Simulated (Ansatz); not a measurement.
A run of Ansatz 0.2.0 is set up as follows.

The input input.yaml:

```yaml
crystal:
  lattice:
    - [-1.655654, 1.655654, 1.655654]
    - [1.655654, -1.655654, 1.655654]
    - [1.655654, 1.655654, -1.655654]
  atoms:
    - { symbol: Ag, position: [0.0, 0.0, 0.0] }
hamiltonian:
  xc: pbesol
  pseudopotentials: { kind: paw }
kpoints:
  mp_grid: { grid: [11, 11, 11] }
scf:
  occupations: { method: fermi_dirac, width: 0.05 }
output:
  forces: true
  stress: true
  eigenvalues: true
```

Potentials or basis: Ansatz PAW.

Command:

```console
$ ansatz run input.yaml --threads 2 --pin off --max-ram 5632MiB --backend cpu --events-out ev --progress --plain --runs-dir out
```

What does it give for the band gap on the k mesh?

None (metal or under the smearing width).

Estimate the pressure.

-7.3 GPa.

Caveat: the PAW data sets come from PBE, with cores solved anew for the run's functional, which leaves a small shift of forces and pressure.
